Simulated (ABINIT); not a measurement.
# Al (Im-3m) in ABINIT: a series of runs, part 2 of 2

ABINIT 10.8.3 (patched build).

## 3. Single point, SCAN

run.abi

```
# Pseudopotentials
pp_dirpath "./"
pseudos "Al.GGA_PBE-JTH.xml"

# Structure
acell 5.208220536 5.208220536 5.208220536
rprim
    -0.5773502692     0.5773502692     0.5773502692
     0.5773502692    -0.5773502692     0.5773502692
     0.5773502692     0.5773502692    -0.5773502692
ntypat 1
znucl 13
natom 1
typat 1
xred
     0.0000000000     0.0000000000     0.0000000000

# Plane-wave basis
ecut 489.804952 eV
pawecutdg 36.0

# k points
kptopt 1
ngkpt 12 12 12
nshiftk 1
shiftk 0.0 0.0 0.0

# Exchange and correlation
ixc -263267
usekden 1
pawxcdev 0

# Bands and occupations
nband 6
occopt 3
tsmear 0.05 eV

# SCF cycle
nstep 100
tolvrs 1.0e-7

# Output
iomode 3
prtwf 0
prtden 0
prteig 0
prtebands 0
enunit 1
```

Potentials or basis: JTH PAW PBE v2.0.

The run is started by

```bash
$ abinit run.abi > log 2>&1
```

It took 13 s on 1 thread of Arm Neoverse V1, shared host; peak memory 0.08 GiB.

The run converged. Its results:

| Property | Result |
| --- | --- |
| Free energy | -13.6054 eV |
| Pressure | 3.7 GPa |
| Band gap on the k mesh | none (metal or under the smearing width) |
| Valence electrons inside the program's atomic spheres | Al 0.76 (radii [1.0074] Å) |

Levels at points of the mesh, in eV from the Fermi level:
```
           k point  band 1  band 2  band 3  band 4  band 5  band 6
(0.00, 0.00, 0.00)  -11.51   13.84   13.84   13.84   15.40   15.40
(0.50, 0.00, 0.00)   -4.48   -3.95    8.46    8.65   10.33   12.02
(0.50, 0.50, 0.50)    1.91    1.91    1.91    3.15    3.15    6.02
```

Caveat: totals of a meta-GGA on PAW files have another zero than those of a GGA; the PAW data sets were made with another functional, which shifts forces and pressure a little.

## 4. Single point, revPBE

Changes to run.abi since step 3:

```diff
@@ -20,2 +20,3 @@
 pawecutdg 36.0
+pawxcdev 0
 
@@ -28,5 +29,3 @@
 # Exchange and correlation
-ixc -263267
-usekden 1
-pawxcdev 0
+ixc 14
 
@@ -39,3 +38,3 @@
 nstep 100
-tolvrs 1.0e-7
+tolvrs 1.0e-9
```

The run is started by

```bash
$ abinit run.abi > log 2>&1
```

Wall time 4 s (1 thread of Arm Neoverse V1, shared host); peak memory 0.08 GiB.

It converged, with:

```
Free energy                                           : -56.7681 eV
Pressure                                              : 4.5 GPa
Band gap on the k mesh                                : none (metal or under the smearing width)
Valence electrons inside the program's atomic spheres : Al 0.75 (radii [1.0074] Å)
```

Levels at points of the mesh, in eV from the Fermi level:
```tsv
k point	band 1	band 2	band 3	band 4	band 5	band 6
(0.00, 0.00, 0.00)	-11.28	13.37	13.37	13.37	15.15	15.15
(0.50, 0.00, 0.00)	-4.41	-3.86	8.28	8.40	10.17	11.64
(0.50, 0.50, 0.50)	1.93	1.93	1.93	2.90	2.90	6.00
```

Caveat: the PAW data sets were made with another functional, which shifts forces and pressure a little.

## 5. Single point, PW91

Changes to run.abi since step 4:

```diff
@@ -29,3 +29,3 @@
 # Exchange and correlation
-ixc 14
+ixc -109134
```

Potentials or basis: JTH PAW PBE v2.0.

The run is started by

```bash
$ abinit run.abi > log 2>&1
```

run.abo:

```text
.Version 10.8.3 of ABINIT
 Symmetries : space group Im -3 m (#229); Bravais cI (body-center cubic)
================================================================================
 Values of the parameters that define the memory need of the present run
     intxc =       0    ionmov =       0      iscf =      17    lmnmax =       8
     lnmax =       4     mgfft =      20  mpssoang =       2    mqgrid =    3001
     natom =       1  nloc_mem =       2    nspden =       1   nspinor =       1
    nsppol =       1      nsym =      48    n1xccc =       1    ntypat =       1
    occopt =       3   xclevel =       2
       mpw =         420          nfft =        8000          nkpt =          72
 PAW method is used; the additional fine FFT grid is defined by:
   mgfftf=        30    nfftf =     27000
================================================================================
================================================================================

--------------------------------------------------------------------------------
------------- Echo of variables that govern the present computation ------------
[... 206 lines left out ...]
  sigma(2 2)= -1.47700009E-04  sigma(3 1)=  0.00000000E+00
  sigma(3 3)= -1.47700009E-04  sigma(2 1)=  0.00000000E+00

-Cartesian components of stress tensor (GPa)         [Pressure=  4.3455E+00 GPa]
- sigma(1 1)= -4.34548429E+00  sigma(3 2)=  0.00000000E+00
- sigma(2 2)= -4.34548429E+00  sigma(3 1)=  0.00000000E+00
- sigma(3 3)= -4.34548429E+00  sigma(2 1)=  0.00000000E+00

== END DATASET(S) ==============================================================
================================================================================

 -outvars: echo values of variables after computation  --------
            acell      5.2082205360E+00  5.2082205360E+00  5.2082205360E+00 Bohr
           etotal     -2.1043463526E+00
            fcart     -0.0000000000E+00 -0.0000000000E+00 -0.0000000000E+00
            rprim     -5.7735026920E-01  5.7735026920E-01  5.7735026920E-01
                       5.7735026920E-01 -5.7735026920E-01  5.7735026920E-01
                       5.7735026920E-01  5.7735026920E-01 -5.7735026920E-01
           strten     -1.4770000893E-04 -1.4770000893E-04 -1.4770000893E-04
                       0.0000000000E+00  0.0000000000E+00  0.0000000000E+00
 Calculation completed.
```

Run time: 4.8 s. Hardware: 1 thread of Arm Neoverse V1, shared host; peak memory 0.08 GiB.

What came out:

| Item | Value |
| --- | --- |
| Free energy | -57.2622 eV |
| Pressure | 4.3 GPa |
| Band gap on the k mesh | none (metal or under the smearing width) |
| Valence electrons inside the program's atomic spheres | Al 0.77 (radii [1.0074] Å) |

Caveat: the PAW data sets were made with another functional, which shifts forces and pressure a little.

## 6. Single point, WC

Changes to run.abi since step 5:

```diff
@@ -29,3 +29,3 @@
 # Exchange and correlation
-ixc -109134
+ixc 23
```

Potentials or basis: JTH PAW PBE v2.0.

The run is started by

```bash
$ abinit run.abi > log 2>&1
```

run.abo:

```text
.Version 10.8.3 of ABINIT
 Symmetries : space group Im -3 m (#229); Bravais cI (body-center cubic)
================================================================================
 Values of the parameters that define the memory need of the present run
     intxc =       0    ionmov =       0      iscf =      17    lmnmax =       8
     lnmax =       4     mgfft =      20  mpssoang =       2    mqgrid =    3001
     natom =       1  nloc_mem =       2    nspden =       1   nspinor =       1
    nsppol =       1      nsym =      48    n1xccc =       1    ntypat =       1
    occopt =       3   xclevel =       2
       mpw =         420          nfft =        8000          nkpt =          72
 PAW method is used; the additional fine FFT grid is defined by:
   mgfftf=        30    nfftf =     27000
================================================================================
================================================================================

--------------------------------------------------------------------------------
------------- Echo of variables that govern the present computation ------------
--------------------------------------------------------------------------------
 -outvars: echo values of preprocessed input variables --------
            acell      5.2082205360E+00  5.2082205360E+00  5.2082205360E+00 Bohr
              amu      2.69815390E+01
             ecut      1.80000000E+01 Hartree
           enunit           1
                       outvar_i_n : Printing only first  50 k-points.
              ixc          23
                       outvar_i_n : Printing only first  50 k-points.
         kptrlatt       12    0    0      0   12    0      0    0   12
          kptrlen      6.24986464E+01
            natom           1
            nband           6
[... 175 lines left out ...]
band_energy         :  5.05445885291829E-01
Ewald energy        : -2.72310065996818E+00
psp_core            : -1.00744310403310E-01
xc_dc               :  3.27923562373502E-02
PAW spherical_terms :  1.87110648048975E-01
internal            : -2.09849608079333E+00
'-kT*entropy'       : -1.50329087886498E-04
total_energy_dc     : -2.09864640988122E+00
total_energy_dc_eV  : -5.71070780530192E+01
...

--- !EnergyTermsWithPAWCore
iteration_state     : {dtset: 1, }
comment             : 'Components of total free energy, including PAW core contributions'
Total energy        : -2.42614392839042E+02
Total energy DC     : -2.42614389574478E+02
Total energy (eV)   : -6.60187395237735E+03
Total energy DC (eV): -6.60187386354402E+03
...

 Cartesian components of stress tensor (hartree/bohr^3)
  sigma(1 1)= -9.52777785E-05  sigma(3 2)=  0.00000000E+00
  sigma(2 2)= -9.52777785E-05  sigma(3 1)=  0.00000000E+00
  sigma(3 3)= -9.52777785E-05  sigma(2 1)=  0.00000000E+00

-Cartesian components of stress tensor (GPa)         [Pressure=  2.8032E+00 GPa]
- sigma(1 1)= -2.80316902E+00  sigma(3 2)=  0.00000000E+00
- sigma(2 2)= -2.80316902E+00  sigma(3 1)=  0.00000000E+00
- sigma(3 3)= -2.80316902E+00  sigma(2 1)=  0.00000000E+00

== END DATASET(S) ==============================================================
================================================================================

 -outvars: echo values of variables after computation  --------
            acell      5.2082205360E+00  5.2082205360E+00  5.2082205360E+00 Bohr
           etotal     -2.0986464099E+00
            fcart     -0.0000000000E+00 -0.0000000000E+00 -0.0000000000E+00
            rprim     -5.7735026920E-01  5.7735026920E-01  5.7735026920E-01
                       5.7735026920E-01 -5.7735026920E-01  5.7735026920E-01
                       5.7735026920E-01  5.7735026920E-01 -5.7735026920E-01
           strten     -9.5277778453E-05 -9.5277778453E-05 -9.5277778453E-05
                       0.0000000000E+00  0.0000000000E+00  0.0000000000E+00
 Calculation completed.
```

Run time: 3.7 s. Hardware: 1 thread of Arm Neoverse V1, shared host; peak memory 0.08 GiB.

Results:

```yaml
Free_energy: -57.1071 eV
Pressure: 2.8 GPa
Band_gap_on_the_k_mesh: none (metal or under the smearing width)
Valence_electrons_inside_the_program's_atomic_spheres: Al 0.77 (radii [1.0074] Å)
```

Caveat: the PAW data sets were made with another functional, which shifts forces and pressure a little.

## 7. Overview

| level | gap on the mesh (eV) | pressure (GPa) |
| --- | --- | --- |
| r2SCAN | none | 1.0 |
| SCAN | none | 3.7 |
| revPBE | none | 4.5 |
| PW91 | none | 4.3 |
| WC | none | 2.8 |

Alike in all rows: task single point; potentials or basis JTH PAW PBE v2.0; no spin polarisation; cell as given; k mesh 12 × 12 × 12; cutoff (eV) 490; smearing fermi-dirac 0.05 eV.

Every run on the cell as given and a fine mesh finds a metal. The pressure there spans 1.0 GPa (r2SCAN) to 4.5 GPa (revPBE); a positive pressure means that this level wants a larger cell, a negative one a smaller.

Caveats: the PAW data sets were made with another functional, which shifts forces and pressure a little; totals of a meta-GGA on PAW files have another zero than those of a GGA (some runs).

Absolute energies hang on the potentials; compare differences alone.
